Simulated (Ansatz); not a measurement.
# H_i (antibonding, by C) in SiC (F-43m): charge-transition levels and formation energies

Aim: at which Fermi levels does H_i (antibonding, by C) in SiC (F-43m) change its charge? The model is a cell of 54 host atoms with 1 H put in.

Calculated with Ansatz 0.2.0; place-levels on r2SCAN runs: charge-transition levels and formation energies with image-charge correction and potential alignment at the atomic sites; PAW set soft_1.

**What experiment says.**

For SiC, cubic 3C zincblende (literature value), “Insight into the structural, elastic and electronic properties of a new orthorhombic 6O-SiC polytype” (2020, pmc:7200658) quotes earlier work: band gap (indirect gap) 2.4 eV [literature value; measurement temperature and method not stated].

Report form: the programs' logs are mostly left out.

## (1) Starting point

The cell holds 55 atoms: 27 Si, 27 C and 1 H. Cell: a = 9.242 Å, b = 9.242 Å, c = 9.242 Å, α = 60.0°, β = 60.0°, γ = 60.0°. It derives from SiC (space group F-43m). Nearest the centre at fractional (0.465, 0.465, 0.271): H55 at 0.00 Å, C28 at 1.10 Å, Si33 at 1.84 Å, Si45 at 1.84 Å, Si27 at 1.84 Å, C44 at 2.27 Å, C32 at 2.27 Å, C26 at 2.27 Å.

As a file:

```xyz
55
Lattice="0.0000 6.5349 6.5349 6.5349 0.0000 6.5349 6.5349 6.5349 0.0000" Properties=species:S:1:pos:R:3 pbc="T T T"
Si    0.0000    0.0000    0.0000
C     1.0891    1.0891    1.0891
Si    2.1783    2.1783    0.0000
C     3.2674    3.2674    1.0891
Si    4.3566    4.3566    0.0000
C     5.4457    5.4457    1.0891
Si    2.1783    0.0000    2.1783
C     3.2674    1.0891    3.2674
Si    4.3566    2.1783    2.1783
C     5.4457    3.2674    3.2674
Si    6.5349    4.3566    2.1783
C     7.6240    5.4457    3.2674
Si    4.3566    0.0000    4.3566
C     5.4457    1.0891    5.4457
Si    6.5349    2.1783    4.3566
C     7.6240    3.2674    5.4457
Si    8.7132    4.3566    4.3566
C     9.8023    5.4457    5.4457
Si    0.0000    2.1783    2.1783
C     1.0891    3.2674    3.2674
Si    2.1783    4.3566    2.1783
C     3.2674    5.4457    3.2674
Si    4.3566    6.5349    2.1783
C     5.4457    7.6240    3.2674
Si    2.1783    2.1783    4.3566
C     3.2674    3.2674    5.4457
Si    4.3566    4.3566    4.3566
C     5.4457    5.4457    5.4457
Si    6.5349    6.5349    4.3566
C     7.6240    7.6240    5.4457
Si    4.3566    2.1783    6.5349
C     5.4457    3.2674    7.6240
Si    6.5349    4.3566    6.5349
C     7.6240    5.4457    7.6240
Si    8.7132    6.5349    6.5349
C     9.8023    7.6240    7.6240
Si    0.0000    4.3566    4.3566
C     1.0891    5.4457    5.4457
Si    2.1783    6.5349    4.3566
C     3.2674    7.6240    5.4457
Si    4.3566    8.7132    4.3566
C     5.4457    9.8023    5.4457
Si    2.1783    4.3566    6.5349
C     3.2674    5.4457    7.6240
Si    4.3566    6.5349    6.5349
C     5.4457    7.6240    7.6240
Si    6.5349    8.7132    6.5349
C     7.6240    9.8023    7.6240
Si    4.3566    4.3566    8.7132
C     5.4457    5.4457    9.8023
Si    6.5349    6.5349    8.7132
C     7.6240    7.6240    9.8023
Si    8.7132    8.7132    8.7132
C     9.8023    9.8023    9.8023
H     4.8107    4.8107    6.0808
```

Known beforehand: the electronic dielectric constant, 7.06, and the static one, 10.43, computed on the host (DFPT, PBEsol, on the r2SCAN cell), and a cell off the functional's own equilibrium shifts the ionic part.

The cell's shortest repeat is 9.2 Å.

## (2) Charge states

A transition level is the Fermi level at which two charge states cost the same, so each charge needs its own total energy, at its own relaxed structure.

Each atom starts 0.05 Å or so off its site in a random direction: a symmetric start keeps its symmetry, and would miss off-centre moves and Jahn–Teller distortions. Forces are taken on a 2×2×2 shifted mesh. The cell holds 1 electron more than the neutral one, with a uniform background that keeps it neutral on the whole.

The sampling was tested on the host first: at the k-points planned (1x1x1 shifted 0.25 0.25 0.25) its energy lies 0.119 eV an atom from the dense-mesh value, so the final energies take a denser sampling.

One of the inputs; charge, spin and start change from state to state.

File qm1.relax/input.yaml:

```yaml
crystal:
  lattice:
    - [0.0, 2.17829624, 2.17829624]
    - [2.17829624, 0.0, 2.17829624]
    - [2.17829624, 2.17829624, 0.0]
  atoms:
    - { symbol: Si, position: [0.0, 0.0, 0.0] }
    - { symbol: C, position: [0.25, 0.25, 0.25] }
  supercell: [3, 3, 3]
  defects:
    - { interstitial: { symbol: H, position: [0.465256, 0.465256, 0.2709] } }
total_charge: -1
basis:
  ecutwfc: 500
  xc_grid: 2
hamiltonian:
  xc: r2scan
  pseudopotentials: { kind: paw, azcp: { folder: soft_1 } }
kpoints:
  mp_grid: { grid: [2, 2, 2], shift: [0.5, 0.5, 0.5] }
scf:
  occupations: { method: fixed }
  max_iter: 60
output:
  forces: true
  charged_corrections: { epsilon: 7.06, static_epsilon: 10.43 }
relax:
  f_tol: 0.02
  max_steps: 80
  random_displacement: { amplitude: 0.05, seed: 9820 }
checkpoint:
  write: "../qm1.relax.run"
  compress: false
  write_wavefunctions: true
  write_every: 100000
```

Started as:

```bash
$ ansatz run input.yaml --threads 4 --pin off --max-ram 7536MiB --backend cpu --events-out ev --progress --plain --runs-dir out
```

The run of this state that the levels use, under r2SCAN:

File qm1.point/input.yaml:

```yaml
crystal:
  checkpoint: "../qm1.relax.run"
  host: checkpoint
total_charge: -1
basis:
  ecutwfc: 500
  xc_grid: 2
hamiltonian:
  xc: r2scan
  pseudopotentials: { kind: paw, azcp: { folder: soft_1 } }
kpoints:
  mp_grid: { grid: [2, 2, 2], shift: [0.5, 0.5, 0.5] }
scf:
  occupations: { method: fixed }
  max_iter: 60
output:
  forces: true
  eigenvalues: true
  charged_corrections:
    epsilon: 7.06
    static_epsilon: 10.43
    defect_position: [0.465256, 0.465256, 0.2709]
  eigenstates: { localisation: true }
  populations: true
  band_densities: [{ bands: [v1, v1] }, { bands: [c1, c1] }]
  write_density: true
  write_potential: true
  volumetric_format: npy
checkpoint:
  read: "../qm1.relax.run"
  write: "../qm1.point.run"
  compress: false
  write_wavefunctions: false
  write_every: 100000
```

Relaxations under r2SCAN at a 2×2×2 shifted mesh; times on 4 threads of Arm Neoverse V2, shared host:

```
charge  moment (μB)  occupations    outcome  steps  largest displacement against the far atoms (Å)     time
    −1            0        fixed  converged     19                                            1.79  4.7 min
     0            1        fixed  converged      9                                            0.49    6 min
    +1            0        fixed  converged     15                                            0.22  3.6 min
```

Single points under r2SCAN at a 2×2×2 shifted mesh; times on 4 threads of Arm Neoverse V2, shared host:

```
charge  moment (μB)  occupations    outcome  time
    −1            0        fixed  converged  19 s
     0            1        fixed  converged  41 s
    +1            0        fixed  converged  19 s
```

Distances (Å) from H55 to the nearest atoms after relaxation with r2SCAN:

```
charge  moment (μB)       1.       2.       3.       4.       5.       6.
    −1            0  Si 1.82  Si 1.82  Si 1.82  Si 1.82   C 2.23   C 2.23
     0            1   C 1.13  Si 1.79  Si 1.79   C 2.17   C 2.17  Si 2.36
    +1            0   C 1.11  Si 1.81  Si 1.97   C 2.11  Si 2.12   C 2.27
```

## (3) Levels against the band edges, r2SCAN

A charged cell interacts with its images and the background, and its potential has another zero than the host's. place-levels removes the first by a point-charge model, screened by the static dielectric constant since the ions have relaxed around the charge, and the second by comparing potentials at atoms far from the defect.

The host is a run of the defect-free crystal in the same cutoffs, grids and k-points, so that basis and sampling errors cancel in part in the differences. The host is run in a cell of 2 atoms on a matching mesh. Its band edges are searched through the zone by a band path, so the gap is smaller than, or equal to, that on the mesh. Chemical potentials are energies per atom of H (H2 molecule), run with the same functional and cutoff.

File levels.point.yaml:

```yaml
host:
  run: host.point.run
states: [qm1.point.run, q0_M1.point.run, qp1.point.run]
geometry_from:
  qm1.point.run: qm1.relax.run
  q0_M1.point.run: q0_M1.relax.run
  qp1.point.run: qp1.relax.run
  host.point.run: host.relax.run
chemical_potentials:
  H:
    energy: -15.945394
    dataset: "<sha256 of the dataset>"
epsilon: 7.06
static_epsilon: 10.43
vertical:
  - { from: qm1.point.run, to: qm1.point_neutral.run }
  - { from: qp1.point.run, to: qp1.point_neutral.run }
```

Started as:

```bash
$ ansatz place-levels levels.point.yaml -- --threads 4 --pin off --max-ram 7536MiB
```

Wall time 0.21 s (4 threads of Arm Neoverse V2, shared host).

Levels between the charges placed, in eV above the valence top:

```
        gap (eV)  (+1/0)  (0/−1)
r2SCAN      1.71    1.80    0.80
```

Corrections by state:

```
charge  moment (μB)  image terms and alignment (eV)  band filling (eV)  ε used  over the lowest of its charge, as the program ranks them, band filling apart (eV)
    +1          0.0                           0.275                  -   10.43                                                                              0.000
     0          1.0                           0.000             -0.212       -                                                                              0.000
    −1          0.0                           0.169                  -   10.43                                                                              0.000
```

The charged structures listed were also run neutral, and place-levels reads from each pair, by the potential or the spins, how wide the charge is by which they differ; that can be the carrier of either run.

```
charge  rms radius (Å)  spread where it is widest against the cell (Å)  wide from (Å)  reading
    +1             5.1                                            3.05           1.31     wide
    −1             2.8                                            1.62           1.31     wide
```

The neutral runs of these pairs need not share the spin of the lowest neutral state, and very wide values only mean spread over the cell.

From the program's caveats on the states, each cut to its opening words:

- charge +1: it parts from the run at its places by a charge that spreads by about 3 Å along one vector (1.3 Å or more is wide), by its potential at epsilon 7.06, taken for [...]
- charge 0 (1 μB): a band-filling correction moves a carrier to the host's band edge, which changes its energy by -0.212 eV
- charge 0 (1 μB): its alignment with the host at atomic sites is doubtful: the mean over the far sites moves by -0.0511 eV from their farther parts to their nearer, more than [...]
- charge 0 (1 μB): flagged: stability check not made
- charge −1: it parts from the run at its places by a charge that spreads by about 1.6 Å along one vector (1.3 Å or more is wide), by its potential at epsilon 7.06, taken [...]

The host's formation energy from the elements is -0.356 eV per atom; it sets how far the chemical potentials can move.

Limit set by the element alone; other compounds of these elements are not counted. Chemical potentials from the elements' reference states: C 0.00 eV, Si -0.71 eV, H 0.00 eV. Formation energy by charge state (C-rich; gap 1.71 eV):

```
charge  at valence top (eV)  at conduction bottom (eV)  correction included (eV)
    +1                 1.09                       2.80                      0.27
     0                 2.88                       2.88                     -0.21
    −1                 3.68                       1.97                      0.17
```

```tsv
Fermi level (eV)	lowest formation energy (eV)
0.00	1.09
0.16	1.24
0.31	1.40
0.47	1.55
0.62	1.71
0.78	1.86
0.93	2.02
1.09	2.17
1.24	2.33
1.40	2.28
1.55	2.13
1.71	1.97
```

Limit set by the element alone; other compounds of these elements are not counted. Chemical potentials from the elements' reference states: Si 0.00 eV, C -0.71 eV, H 0.00 eV. Formation energies (Si-rich), with the Fermi level at the valence top and at the conduction bottom (gap 1.71 eV):

```
charge  at valence top (eV)  at conduction bottom (eV)  correction included (eV)
    +1                 1.09                       2.80                      0.27
     0                 2.88                       2.88                     -0.21
    −1                 3.68                       1.97                      0.17
```

(Fermi level (eV), lowest formation energy (eV)): (0.00, 1.09), (0.16, 1.24), (0.31, 1.40), (0.47, 1.55), (0.62, 1.71), (0.78, 1.86), (0.93, 2.02), (1.09, 2.17), (1.24, 2.33), (1.40, 2.28), (1.55, 2.13), (1.71, 1.97)

## (4) What a wrong or other choice does

In this try the input is made faulty on purpose, to show what that does.

A choice is tested by changing it alone.

levels.try1.yaml is levels.point.yaml with these lines changed:

```diff
-epsilon: 7.06
-static_epsilon: 10.43
+epsilon: 1.0001
+static_epsilon: 1.0001
```

Started as:

```bash
$ ansatz place-levels levels.try1.yaml -- --threads 4 --pin off --max-ram 7536MiB
```

The change: no screening of the image charge.

Levels in eV above the valence top; the changed ones are not the defect's:

```
           gap (eV)  (+1/0)  (0/−1)
  changed      1.71    0.52    1.88
as set up      1.71    1.80    0.80
```

The largest shift is 1.28 eV, band-filling terms included.

## (5) Results

```
gap of the host                                                          : 1.71 eV (r2SCAN)
level (plus 1/0)                                                         : 1.80 eV above the valence top, past the conduction bottom, not a change between lowest states (2.01 eV above the valence top without the band-filling term)
level (0/minus 1)                                                        : 0.80 eV above the valence top, not a change between lowest states (0.59 eV above the valence top without the band-filling term)
level (plus 1/minus 1)                                                   : 1.30 eV above the valence top
lowest of the charges placed, just above the valence top (0.02 eV)       : +1
lowest of the charges placed, just below the conduction bottom (0.02 eV) : −1
lowest formation energy at mid-gap of the charges run, C-rich            : 1.94 eV
lowest formation energy at mid-gap of the charges run, Si-rich           : 1.94 eV
```

What this shows: Of the charges placed (−1, 0 and +1), the lowest changes at 1.30 eV (+1/−1) above the valence top, in a gap of 1.71 eV. (+1/−1) passes over charge 0, which lies 0.50 eV above the two there; a lower structure or spin state of it, if missed, would change that. Charges above +1 and below −1 were not placed, so these runs say nothing of levels that involve them. States placed: +1 at 0 μB; 0 at 1 μB; −1 at 0 μB. Other spin states or structures, where not listed, weren't placed. The program finds carriers beyond a band edge of the host and adds a band-filling term at charge 0 (-0.21 eV); steps to such a charge show no bound level, and a defect level inside a band would be read the same way. At charge −1 the atom put in ends up to 1.8 Å from its starting place, so the name tells the start alone and the levels can join different sites. H is taken at its element; compounds, which aren't counted here, bound the chemical potentials and would shift these formation energies. The program doubts the alignment of potentials for at least one state, a sign that the cell is small. Limits: r2SCAN makes the gap too small and tends to spread out bound carriers.

Calculation against experiment:

```
                             quantity  measured           r2SCAN
band gap (least gap of the host) (eV)       2.4  1.71 (-0.69 eV)
```

Measured values from pmc:7200658 (2020).

**Verdict.** The band gap is off by -0.69 eV: a clear miss. Local and semilocal functionals usually give gaps below the measured ones. Zero-point and thermal motion shift the measured gap.

[Logs are printed without paths, hosts, clocks, repeated set-up lines and the standing remarks that a program may print on its own settings, such as how far it seeks lower states.]

[Hosts, paths, dates, database ids (printed as entryN), source tags and the programs' standing remarks are cut or masked in the printed files.]

[Where a table of states has a column of steps, it counts the stored structures, which are thinned; the runs took as many ionic steps or more.]

[A defect's name tells the site on which it was built; relaxed atoms can leave that site.]

[For some hosts the program warned that the k-mesh of the response run may be too coarse for force constants and the static dielectric constant; such warnings are not shown here.]
